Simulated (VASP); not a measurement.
**BN: evGW0 quasiparticle levels with PBE**

Crystal: BN.

```
N B
1.0
     1.25112    0.72234    3.37293
    -1.25112    0.72234    3.37293
     0.00000   -1.44467    3.37293
N B
1 1
Direct
  0.66724 0.66724 0.66724
  0.00033 0.00033 0.00033
```

The cell is a database's computed one.

```yaml
Program: VASP 6.6.1
Task: evGW0 quasiparticle levels
Functional: PBE
Potentials_or_basis: VASP PAW PBE potentials, release 64 (N_GW, B_GW)
Cutoff: 450 eV
k_mesh: 6 × 6 × 6
Occupations: gaussian, width 0.01 eV
Spin: no spin polarisation
GW_scheme: evGW0
GW_iterations: 4
Cutoff_of_the_response_function: 120
Frequency_points: 50
Empty_bands: 54
Further_INCAR_settings: ALGO = EVGW0; EDIFF = 1e-08; NBANDS = 58
```

| Quantity | Value |
| --- | --- |
| Band gap on the k mesh, mean-field level | 4.29 eV, indirect (least direct gap 4.71 eV) |
| Quasiparticle gap | 6.09 eV |
| Least direct quasiparticle gap | 6.67 eV |

Levels at points of the mesh, in eV from the valence-band top:
```csv
k point,band 1,band 2,band 3,band 4,band 5,band 6,band 7,band 8
"(0.00, 0.00, 0.00)",-17.78,-4.18,-1.29,-1.29,5.17,11.69,11.69,13.16
"(0.50, 0.00, 0.00)",-14.59,-8.93,-4.07,-0.60,5.29,9.93,13.09,15.03
"(0.50, 0.50, 0.00)",-14.53,-8.81,-4.13,-1.17,4.29,9.92,14.26,17.57
"(0.50, 0.50, 0.50)",-17.52,-6.13,-1.30,-1.30,10.12,11.62,11.62,12.24
```

Quasiparticle gap after each update of the energies (eV): 5.81, 6.05, 6.09, 6.09

Run time: 5 min on 1 thread of Intel(R) Xeon(R) 6975P-C (Granite Rapids), on a shared host, peak memory 0.29 GiB.

Caveat: the k mesh is coarse (spacing up to 0.49 Å⁻¹), so the values aren't converged; bands, screening cutoff and mesh are small and nothing is extrapolated, so the quasiparticle values aren't converged. A k mesh can miss the band edges.
